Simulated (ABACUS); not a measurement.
W:

```
CELL_PARAMETERS angstrom
2.74070 0.00000 0.00000
-0.91357 2.58396 0.00000
-0.91357 -1.29198 2.23777
ATOMIC_POSITIONS crystal
W 0.00000 0.00000 0.00000
```

Base run:

| Property | Result |
| --- | --- |
| Program | ABACUS 3.10.1 |
| Functional | SOGGA |
| Potentials or basis | SSSP 1.3 efficiency PBE |
| Cutoff | 748 eV |
| Density cutoff | 5987 eV |
| Basis | plane waves |
| k mesh | 10 × 10 × 10 |
| Occupations | fermi-dirac, width 0.05 eV |
| Spin | no spin polarisation |

Its results: band gap on the k mesh none (metal or under the smearing width); pressure -4.2 GPa.

**Question.** The run is repeated on the same cell with these changes: functional from SOGGA to AM05; potentials or basis from SSSP 1.3 efficiency PBE to SG15 ONCV 1.2 PBE; cutoff from 748 eV to 1007 eV; density cutoff from 5987 eV to 4027 eV; valence electrons from 14 to 28. What comes out?

**Answer.** Band gap on the k mesh none (metal or under the smearing width); pressure -5.3 GPa.

Caveats: the potentials were made for another functional, which shifts forces and pressure.

Not every run made on this cell is shown here.
